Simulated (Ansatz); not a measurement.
**Bands of HfC**

```yaml
crystal:
  lattice:
    - [0.00000, 2.32500, 2.32500]
    - [2.32500, 0.00000, 2.32500]
    - [2.32500, 2.32500, 0.00000]
  atoms:
    - { symbol: Hf, position: [0.50000, 0.50000, 0.50000] }
    - { symbol: C, position: [0.00000, 0.00000, 0.00000] }
```

Atoms are numbered in the order listed.

The conventional cell has a = 4.650 Å, b = 4.650 Å, c = 4.650 Å, α = 90.00°, β = 90.00°, γ = 90.00°. Around Hf (atom 1) lie 6 C at 2.33 Å. Around C (atom 2) lie 6 Hf at 2.33 Å.

The cell is COD entry 1539502, as deposited and not checked against the literature; nothing was relaxed.

Spin–orbit coupling is left out, though it moves levels of the heavy atoms by tenths of an eV or more.

Level of theory: DFT, PBE, all-electron LAPW, scalar-relativistic (Ansatz 0.2.0).

The runs use a Γ-centred 15×15×15 k mesh, Fermi–Dirac smearing of 0.05 eV, basis error target 1 meV/atom, no spin polarisation.

Points in fractions of the reciprocal vectors of this cell: Γ (0, 0, 0), X (0.5, 0, 0.5), U (0.625, 0.25, 0.625), K (0.375, 0.375, 0.75), L (0.5, 0.5, 0.5), W (0.5, 0.25, 0.75). The path joins them by straight lines in the order Γ–X–U–K–Γ–L–W–X; legs that retrace an earlier one aren't tabulated. Energies are in eV from the Fermi level.

**Question.** Is there a gap?

**Answer.** none: bands cross the Fermi level, a metal.

**Question.** List the levels between -8 and 3 eV at the symmetry points.

**Answer.** 
Γ: 1.07 (×3), 1.38 (×3)
X: -2.60, -1.78, -0.06 (×2)
U: -3.50, -2.74, -1.63, 1.60
K: -3.50, -2.74, -1.63, 1.60
L: -6.14, -3.00 (×2)
W: -2.97, -2.71 (×2)
